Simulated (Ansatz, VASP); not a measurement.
HfN in VASP and in Ansatz

```
Hf N
1.0
     3.17515    0.00000    0.00000
    -1.58757    2.74976    0.00000
     0.00000    0.00000    5.48805
Hf N
2 2
Direct
  0.66667 0.33333 0.75000
  0.33333 0.66667 0.25000
  0.00000 0.00000 0.00000
  0.00000 0.00000 0.50000
```

The cell comes from a database or a generator and needn't be the stable form of this composition.

Alike in both runs: task single point; functional PBE; k mesh 8 × 8 × 4; occupations fermi-dirac, width 0.05 eV; no spin polarisation.

|  | VASP | Ansatz |
| --- | --- | --- |
| version | VASP 6.6.1 | Ansatz 0.2.0 |
| potentials or method | VASP PAW PBE potentials, release 64 (Hf_pv, N) | plane waves, PAW |
| plane-wave cutoff (eV) | 520 | 558 |
| valence electrons in the cell | 30 | 62 |

```tsv
	VASP	Ansatz	Ansatz less VASP
pressure (GPa)	-6.1	-4.0	+2.13
largest component of the traceless stress (GPa)	0.13	0.12	-0.013
```

With one functional, cell and mesh, what is left measures potentials, basis and numerics. The two sets of potentials don't hold the same shells in valence. Ansatz warned: «stress_scf_threshold_loose».

The runs have no spin-orbit coupling, so splittings on Hf are missing.
